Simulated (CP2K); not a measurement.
# Te2Pt (Moncheite) (P-3m1) in CP2K: reference runs

How does Te2Pt (Moncheite) come out in PBE? The cell is run as given and disturbed.

Everything below comes from runs of CP2K 2026.2. Logs are shortened: lines on timing, memory, paths and dates and some standing lists are left out, and cuts for length are marked.

## (1) The crystal as given

It takes space group P-3m1 (No. 164, trigonal). The conventional cell has a = 4.010 Å, b = 4.010 Å, c = 5.201 Å, α = 90.00°, β = 90.00°, γ = 120.00°. Around Pt (site symmetry -3m) lie 6 Te at 2.66 Å. Te (site symmetry 3m) has 3 Pt at 2.66 Å as nearest neighbours.

## (2) Single point, PBE

Contents of te2pt_scf.inp:

```
&GLOBAL
  PROJECT te2pt_scf
  RUN_TYPE ENERGY_FORCE
  PRINT_LEVEL LOW
&END GLOBAL
&FORCE_EVAL
  METHOD QS
  STRESS_TENSOR ANALYTICAL
  &DFT
    BASIS_SET_FILE_NAME BASIS_MOLOPT_UZH
    POTENTIAL_FILE_NAME POTENTIAL_UZH
    &MGRID
      CUTOFF 450
      REL_CUTOFF 60
      NGRIDS 5
    &END MGRID
    &QS
      METHOD GPW
      EPS_DEFAULT 1.0E-10
    &END QS
    &KPOINTS
      SCHEME MONKHORST-PACK 8 8 5
      GAMMA_CENTERED T
      SYMMETRY T
      SYMMETRY_BACKEND SPGLIB
    &END KPOINTS
    &SCF
      SCF_GUESS ATOMIC
      EPS_SCF 1.0E-6
      MAX_SCF 100
      ADDED_MOS 15
      CHOLESKY OFF
      EPS_EIGVAL 1.0E-7
      &DIAGONALIZATION ON
        ALGORITHM STANDARD
      &END DIAGONALIZATION
      &MIXING ON
        METHOD BROYDEN_MIXING
        ALPHA 0.4
        BETA 1.5
        NBUFFER 8
      &END MIXING
      &SMEAR ON
        METHOD FERMI_DIRAC
        ELECTRONIC_TEMPERATURE [K] 580.226
      &END SMEAR
    &END SCF
    &XC
      &XC_FUNCTIONAL
        &GGA_X_PBE
        &END GGA_X_PBE
        &GGA_C_PBE
        &END GGA_C_PBE
      &END XC_FUNCTIONAL
    &END XC
    &PRINT
      &KPOINTS ON
      &END KPOINTS
      &MULLIKEN ON
      &END MULLIKEN
      &MO ON
        ENERGIES T
        OCCUPATION_NUMBERS T
        &EACH
          QS_SCF 0
        &END EACH
        ADD_LAST NUMERIC
      &END MO
      &LOWDIN ON
      &END LOWDIN
      &HIRSHFELD ON
        SHAPE_FUNCTION DENSITY
      &END HIRSHFELD
    &END PRINT
  &END DFT
  &SUBSYS
    &CELL
      A 4.0100000000 0.0000000000 0.0000000000
      B -2.0050000000 3.4727618692 0.0000000000
      C 0.0000000000 0.0000000000 5.2010000000
      PERIODIC XYZ
    &END CELL
    &COORD
      SCALED
      Pt  0.0000000000 0.0000000000 0.0000000000
      Te  0.6666666667 0.3333333333 0.7500000000
      Te  0.3333333333 0.6666666667 0.2500000000
    &END COORD
    &KIND Pt
      BASIS_SET TZVP-MOLOPT-PBE-GTH-q18
      POTENTIAL GTH-PBE-q18
    &END KIND
    &KIND Te
      BASIS_SET TZVP-MOLOPT-PBE-GTH-q6
      POTENTIAL GTH-PBE-q6
    &END KIND
    &PRINT
      &ATOMIC_COORDINATES ON
      &END ATOMIC_COORDINATES
      &CELL ON
      &END CELL
    &END PRINT
  &END SUBSYS
  &PRINT
    &FORCES ON
    &END FORCES
    &STRESS_TENSOR ON
    &END STRESS_TENSOR
  &END PRINT
&END FORCE_EVAL
```

Potentials or basis: POTENTIAL_UZH Pt GTH-PBE-q18, Te GTH-PBE-q6; TZVP-MOLOPT-PBE-GTH basis.

Run with:

```bash
$ OMP_NUM_THREADS=1 cp2k.psmp -i te2pt_scf.inp -o te2pt_scf.out
```

te2pt_scf.out:

```text

 CP2K| version string:                                       CP2K version 2026.2
 CP2K| Input file name                                             te2pt_scf.inp

 GLOBAL| Force Environment number                                              1
 GLOBAL| Basis set file name                                    BASIS_MOLOPT_UZH
 GLOBAL| Potential file name                                       POTENTIAL_UZH
 GLOBAL| MM Potential file name                                     MM_POTENTIAL
 GLOBAL| Coordinate file name                                      __STD_INPUT__
 GLOBAL| Method name                                                        CP2K
 GLOBAL| Project name                                                  te2pt_scf
 GLOBAL| Run type                                                   ENERGY_FORCE
 GLOBAL| FFT library                                                       FFTW3
[... 8 lines left out ...]
 GLOBAL| CPU model name                                                  UNKNOWN

 CELL| Volume [angstrom^3]:                                            72.427956
 CELL| Vector a [angstrom]:       4.010     0.000     0.000   |a| =     4.010000
 CELL| Vector b [angstrom]:      -2.005     3.473     0.000   |b| =     4.010000
 CELL| Vector c [angstrom]:       0.000     0.000     5.201   |c| =     5.201000
 CELL| Angle (b,c), alpha [degree]:                                    90.000000
 CELL| Angle (a,c), beta  [degree]:                                    90.000000
 CELL| Angle (a,b), gamma [degree]:                                   120.000000
 CELL| Numerically orthorhombic:                                              NO
 CELL| Periodicity                                                           XYZ

 CELL_REF| Volume [angstrom^3]:                                        72.427956
 CELL_REF| Vector a [angstrom     4.010     0.000     0.000   |a| =     4.010000
 CELL_REF| Vector b [angstrom    -2.005     3.473     0.000   |b| =     4.010000
 CELL_REF| Vector c [angstrom     0.000     0.000     5.201   |c| =     5.201000
 CELL_REF| Angle (b,c), alpha [degree]:                                90.000000
 CELL_REF| Angle (a,c), beta  [degree]:                                90.000000
 CELL_REF| Angle (a,b), gamma [degree]:                               120.000000
 CELL_REF| Numerically orthorhombic:                                          NO
 CELL_REF| Periodicity                                                       XYZ
[... 10 lines left out ...]

  Total number of            - Atomic kinds:                                   2
                             - Atoms:                                          3
                             - Shell sets:                                     3
                             - Shells:                                        25
                             - Primitive Cartesian functions:                 14
                             - Cartesian basis functions:                     77
                             - Spherical basis functions:                     69

  Maximum angular momentum of- Orbital basis functions:                        3
                             - Local part of the GTH pseudopotential:          2
                             - Non-local part of the GTH pseudopotential:      5

 MODULE QUICKSTEP: ATOMIC COORDINATES IN ANGSTROM

   Atom Kind Element         X             Y             Z       Z(eff)     Mass
      1    1 Pt   78      0.000000      0.000000      0.000000  18.0000 195.0840
      2    2 Te   52      2.005000      1.157587      3.900750   6.0000 127.6000
      3    2 Te   52     -0.000000      2.315175      1.300250   6.0000 127.6000

 SCF PARAMETERS         Density guess:                                    ATOMIC
[... 9 lines left out ...]
                        --------------------------------------------------------
                        level_shift [a.u.]:                             0.000000
                        added MOs                                        15    0
                        --------------------------------------------------------
                        Mixing method:                            BROYDEN_MIXING
                                                charge density mixing in g-space
                        --------------------------------------------------------
                        Smear method:                                FERMI_DIRAC
                        Electronic temperature [K]:                        580.2
                        Electronic temperature [a.u.]:                  1.84E-03
                        Accuracy threshold:                             1.00E-10
                        --------------------------------------------------------
                        No outer SCF

 *******************************************************************************
                                    Kpoints
 *******************************************************************************
 BRILLOUIN| K-point scheme                                        Monkhorst-Pack
[... 48 lines left out ...]
 BRILLOUIN|    40           0.00937        0.00000        0.50000        0.00000
 *******************************************************************************

 Extrapolation method: initial_guess

 Number of electrons:                                                         30
 Number of occupied orbitals:                                                 15
 Number of molecular orbitals:                                                30

 Number of orbital functions:                                                 69
 Number of independent orbital functions:                                     69

 SCF WAVEFUNCTION OPTIMIZATION

  Step     Update method      Time    Convergence         Total energy    Change
  ------------------------------------------------------------------------------
     1 NoMix/Diag. 0.40E+00    1.4     0.37650690      -137.1108565158 -1.37E+02
     2 Broy./Diag. 0.40E+00    1.5     0.08657036      -138.0064224380 -8.96E-01
     3 Broy./Diag. 0.40E+00    1.6     0.03532931      -137.0337964468  9.73E-01
     4 Broy./Diag. 0.40E+00    1.6     0.01089314      -136.6034898839  4.30E-01
     5 Broy./Diag. 0.40E+00    1.5     0.00516588      -136.5725243126  3.10E-02
     6 Broy./Diag. 0.40E+00    1.5     0.00849628      -136.5667013561  5.82E-03
     7 Broy./Diag. 0.40E+00    1.5     0.00026437      -136.5606239318  6.08E-03
     8 Broy./Diag. 0.40E+00    1.5     0.00049012      -136.5591066462  1.52E-03
     9 Broy./Diag. 0.40E+00    1.5     0.00012899      -136.5628747437 -3.77E-03
    10 Broy./Diag. 0.40E+00    1.5     0.00005683      -136.5639753651 -1.10E-03
    11 Broy./Diag. 0.40E+00    1.5     0.00004255      -136.5636871940  2.88E-04
    12 Broy./Diag. 0.40E+00    1.5     0.00000802      -136.5635939886  9.32E-05
    13 Broy./Diag. 0.40E+00    1.5     0.00003400      -136.5634998446  9.41E-05
    14 Broy./Diag. 0.40E+00    1.5     0.00000161      -136.5634712729  2.86E-05
    15 Broy./Diag. 0.40E+00    1.5     0.00000088      -136.5634698123  1.46E-06

  *** SCF run converged in    15 steps ***

  Electronic density on regular grids:        -30.0000000016       -0.0000000016
  Core density on regular grids:               29.9999999957       -0.0000000043
  Total charge density on r-space grids:       -0.0000000060
  Total charge density g-space grids:          -0.0000000060

  Overlap energy of the core charge distribution:               0.00000000592143
  Self energy of the core charge distribution:               -218.03352751720149
  Core Hamiltonian energy:                                     47.96065854762849
  Hartree energy:                                              48.96305427745901
  Exchange-correlation energy:                                -15.45315609751039
  Electronic entropic energy:                                  -0.00049902885641
  Fermi energy:                                                 0.32404988230236

  Total energy:                                              -136.56346981225539
  Total energy (extrapolated to T->0):                       -136.56322029782717

 MO| EIGENVALUES AND OCCUPATION NUMBERS FOR K POINT 1
 MO|
 MO|  Index      Eigenvalue [a.u.]        Eigenvalue [eV]             Occupation
 MO|      1              -3.321963             -90.395216               2.000000
 MO|      2              -1.659977             -45.170267               2.000000
 MO|      3              -1.659923             -45.168793               2.000000
 MO|      4              -1.653943             -45.006066               2.000000
 MO|      5              -0.122487              -3.333037               2.000000
 MO|      6              -0.117869              -3.207375               2.000000
[... 496 lines left out ...]
 MO|     29               0.944781              25.708806               0.000000
 MO|     30               0.995167              27.079879               0.000000
 MO| Sum:                                                              30.001296
 MO| E(Fermi):            0.324050 a.u.          8.817846 eV

 [... the levels of further k-points ...]

 !-----------------------------------------------------------------------------!
                     Mulliken Population Analysis

 #  Atom  Element  Kind  Atomic population                           Net charge
       1     Pt       1         18.564952                             -0.564952
       2     Te       2          5.717525                              0.282475
       3     Te       2          5.717522                              0.282478
 # Total charge                             30.000000                 -0.000000

 !-----------------------------------------------------------------------------!

 !-----------------------------------------------------------------------------!
                           Hirshfeld Charges

  #Atom  Element  Kind  Ref Charge     Population                    Net charge
      1       Pt     1      18.000         18.006                        -0.006
      2       Te     2       6.000          5.997                         0.003
      3       Te     2       6.000          5.997                         0.003

  Total Charge                                                           -0.000
 !-----------------------------------------------------------------------------!

 LOWDIN POPULATION ANALYSIS

 #  Atom  Element  Kind  Atomic population                           Net charge
       1     Pt       1         20.952999                             -2.952999
       2     Te       2          4.523501                              1.476499
       3     Te       2          4.523501                              1.476499
 # Total charge                             30.000000                 -0.000000

 ENERGY| Total FORCE_EVAL ( QS ) energy [hartree]           -136.563469306373491

 FORCES| Atomic forces [hartree/bohr]
 FORCES|   Atom     x               y               z               |f|
 FORCES|      1  4.52404467E-10 -2.64208255E-09 -5.08127500E-09   5.74496524E-09
 FORCES|      2 -5.68052734E-10 -2.08230939E-08 -2.45242494E-02   2.45242494E-02
 FORCES|      3  1.15509624E-10  2.34659583E-08  2.45242545E-02   2.45242545E-02
 FORCES| Sum    -1.38642764E-13  7.81884364E-13 -4.46913687E-12
 FORCES| Total atomic force                                       4.53913530E-12

 STRESS| Analytical stress tensor [bar]
 STRESS|                        x                   y                   z
 STRESS|      x        1.14868352613E+05  -1.20824191189E-02  -1.19674378512E-03
 STRESS|      y       -1.20824191189E-02   1.14868521532E+05   7.74173718518E-02
 STRESS|      z       -1.19674378512E-03   7.74173718518E-02   9.92279853891E+04
 STRESS| 1/3 Trace                                             1.09654953178E+05
 STRESS| Determinant                                           1.30928923771E+15

 STRESS| Eigenvectors and eigenvalues of the analytical stress tensor [bar]
 STRESS|                        1                   2                   3
 STRESS| Eigenvalues   9.92279853887E+04   1.14868351753E+05   1.14868522392E+05
 STRESS|      x           0.000000076513      0.997477294327     -0.070986247277
 STRESS|      y          -0.000004949790      0.070986247277      0.997477294315
 STRESS|      z           0.999999999988      0.000000275048      0.000004942735
```

It took 27 s on 1 thread of Arm Neoverse V2, shared host; peak memory 0.33 GiB.

What came out:

```yaml
Free_energy: -3716.0810 eV
Pressure: 11.0 GPa
Largest_force: 1.261 eV/Å
Band_gap_on_the_k_mesh: none (metal or under the smearing width)
Mulliken_charges: Pt -0.56; Te +0.28 e
Hirshfeld_charges: Pt -0.01; Te +0.00 e
```

Forces on the atoms (eV/Å):
```
Pt   0.000  0.000  0.000
Te   0.000  0.000 -1.261
Te   0.000  0.000  1.261
```

Stress tensor (GPa, compression positive):
```
11.49  0.00  0.00
 0.00 11.49  0.00
 0.00  0.00  9.92
```

Levels at points of the mesh, in eV from the Fermi level:
```tsv
k point	band 11	band 12	band 13	band 14	band 15	band 16	band 17	band 18	band 19	band 20
(0.00, 0.00, 0.00)	-4.08	-2.77	-0.74	-0.74	1.07	1.07	1.24	3.13	4.35	6.20
(0.00, 0.50, 0.00)	-3.79	-3.72	-3.72	-3.62	-2.99	0.15	2.52	3.69	5.48	6.07
```

Caveat: Mulliken charges move with the basis; the basis of atomic orbitals isn't converged, which shifts pressures, moduli and gaps; forces of over 1 eV/Å show positions far from the minimum, so gaps and moduli don't describe the material at rest. Spin-orbit coupling is left out, which matters for the levels of Pt, Te.

## (3) Single point, PBE (atoms moved at random, drawn with an rms of 0.05 Å)

Changes to te2pt_scf.inp since step 2:

```diff
@@ -14,3 +14,3 @@
       REL_CUTOFF 60
-      NGRIDS 5
+      NGRIDS 4
     &END MGRID
@@ -48,7 +48,3 @@
     &XC
-      &XC_FUNCTIONAL
-        &GGA_X_PBE
-        &END GGA_X_PBE
-        &GGA_C_PBE
-        &END GGA_C_PBE
+      &XC_FUNCTIONAL PBE
       &END XC_FUNCTIONAL
@@ -84,5 +80,5 @@
       SCALED
-      Pt  0.0000000000 0.0000000000 0.0000000000
-      Te  0.6666666667 0.3333333333 0.7500000000
-      Te  0.3333333333 0.6666666667 0.2500000000
+      Pt  0.0034540000 0.0083320000 0.0029580000
+      Te  0.6763780000 0.3363580000 0.7509460000
+      Te  0.3265040000 0.6718590000 0.2427830000
     &END COORD
```

Potentials or basis: POTENTIAL_UZH Pt GTH-PBE-q18, Te GTH-PBE-q6; TZVP-MOLOPT-PBE-GTH basis.

Run with:

```bash
$ OMP_NUM_THREADS=1 cp2k.psmp -i te2pt_scf.inp -o te2pt_scf.out
```

te2pt_scf.out:

```text

 CP2K| version string:                                       CP2K version 2026.2
 CP2K| Input file name                                             te2pt_scf.inp

 GLOBAL| Force Environment number                                              1
 GLOBAL| Basis set file name                                    BASIS_MOLOPT_UZH
 GLOBAL| Potential file name                                       POTENTIAL_UZH
 GLOBAL| MM Potential file name                                     MM_POTENTIAL
 GLOBAL| Coordinate file name                                      __STD_INPUT__
 GLOBAL| Method name                                                        CP2K
 GLOBAL| Project name                                                  te2pt_scf
 GLOBAL| Run type                                                   ENERGY_FORCE
 GLOBAL| FFT library                                                       FFTW3
[... 8 lines left out ...]
 GLOBAL| CPU model name                                                  UNKNOWN

 CELL| Volume [angstrom^3]:                                            72.427956
 CELL| Vector a [angstrom]:       4.010     0.000     0.000   |a| =     4.010000
 CELL| Vector b [angstrom]:      -2.005     3.473     0.000   |b| =     4.010000
 CELL| Vector c [angstrom]:       0.000     0.000     5.201   |c| =     5.201000
[... 718 lines left out ...]
 # Total charge                             30.000000                 -0.000000

 ENERGY| Total FORCE_EVAL ( QS ) energy [hartree]           -136.560513679392614

 FORCES| Atomic forces [hartree/bohr]
 FORCES|   Atom     x               y               z               |f|
 FORCES|      1 -3.58862393E-04 -4.64914118E-03 -8.51224476E-03   9.70575122E-03
 FORCES|      2 -6.33270254E-03  3.08913984E-03 -2.68265784E-02   2.77364601E-02
 FORCES|      3  6.69177978E-03  1.55433011E-03  3.53213916E-02   3.59832818E-02
 FORCES| Sum     2.14850994E-07 -5.67124169E-06 -1.74315532E-05
 FORCES| Total atomic force                                       1.83321628E-05

 STRESS| Analytical stress tensor [bar]
 STRESS|                        x                   y                   z
 STRESS|      x        1.30430365209E+05  -1.01945824880E+04   1.67647355919E+04
 STRESS|      y       -1.01945824880E+04   1.27876021070E+05  -2.27778997903E+03
 STRESS|      z        1.67647355919E+04  -2.27778997903E+03   1.11719348351E+05
 STRESS| 1/3 Trace                                             1.23341911543E+05
 STRESS| Determinant                                           1.81590821129E+15

 STRESS| Eigenvectors and eigenvalues of the analytical stress tensor [bar]
 STRESS|                        1                   2                   3
 STRESS| Eigenvalues   1.01448281635E+05   1.22729311474E+05   1.45848141521E+05
 STRESS|      x          -0.530835463493      0.354570481685      0.769735983449
 STRESS|      y          -0.132628126320      0.862321320118     -0.488683661460
 STRESS|      z           0.837032550626      0.361499259179      0.410724719011
```

Run time: 38 s. Hardware: 1 thread of Arm Neoverse V2, shared host; peak memory 0.38 GiB.

What came out:

```yaml
Free_energy: -3716.0006 eV
Pressure: 12.3 GPa
Largest_force: 1.850 eV/Å
Band_gap_on_the_k_mesh: none (metal or under the smearing width)
Mulliken_charges: Pt -0.58; Te +0.28, +0.30 e
```

Forces on the atoms (eV/Å):
```
Pt  -0.018 -0.239 -0.438
Te  -0.326  0.159 -1.379
Te   0.344  0.080  1.816
```

Levels at points of the mesh, in eV from the Fermi level:
| k point | band 13 | band 14 | band 15 | band 16 | band 17 | band 18 |
| --- | --- | --- | --- | --- | --- | --- |
| (0.00, 0.00, 0.00) | -0.93 | -0.66 | 1.01 | 1.14 | 1.25 | 3.15 |
| (0.00, 0.50, 0.00) | -3.78 | -3.58 | -2.99 | 0.18 | 2.50 | 3.63 |
| (0.50, 0.00, 0.00) | -3.75 | -3.57 | -3.01 | 0.11 | 2.56 | 3.60 |
| (0.50, 0.50, 0.00) | -3.78 | -3.57 | -2.97 | 0.30 | 2.46 | 3.60 |

Caveat: Mulliken charges move with the basis; the basis of atomic orbitals isn't converged, which shifts pressures, moduli and gaps.
